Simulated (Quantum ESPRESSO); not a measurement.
The system is TePb.

```
Pb Te
1.0
     0.00000    3.23100    3.23100
     3.23100    0.00000    3.23100
     3.23100    3.23100    0.00000
Pb Te
1 1
Direct
  0.00000 0.00000 0.00000
  0.50000 0.50000 0.50000
```

- Program: Quantum ESPRESSO 7.5
- Task: phonons
- Functional: WC
- Potentials or basis: GBRV 1.5 PBE
- Cutoff: 612 eV
- Density cutoff: 4898 eV
- k mesh: 6 × 6 × 6, shifted
- Occupations: fermi-dirac, width 0.05 eV
- Spin: no spin polarisation
- Mixing beta: 0.5
- Most SCF iterations: 120
- SCF threshold: 4e-10 Ry

The cell and the atoms were relaxed first, to 33.39 Å³/atom (a = 4.554 Å, b = 4.554 Å, c = 4.554 Å, α = 60.00°, β = 60.00°, γ = 60.00°), and the response was taken there.

The first run showed a gap, so the response started from a second, tighter run with fixed occupations.

Which optical modes does the crystal have at the zone centre, and which show in infrared and Raman spectra?

The optical modes are T1u. Infrared active: T1u. None is Raman active.

Optical modes at Γ, degenerate ones joined, polar ones without the macroscopic field:
| cm⁻¹ | components | symmetry | active in | IR intensity, summed ((D/Å)²/amu) |
| --- | --- | --- | --- | --- |
| 46 | 3 | T1u | IR | 30.37 |

Zone-centre frequencies without and with the macroscopic field along z (cm⁻¹):
|  | optical modes in rising order |
| --- | --- |
| without | 46 46 46 |
| with the field | 46 46 111 |

Caveat: the potentials were made for another functional, which shifts forces and pressure.
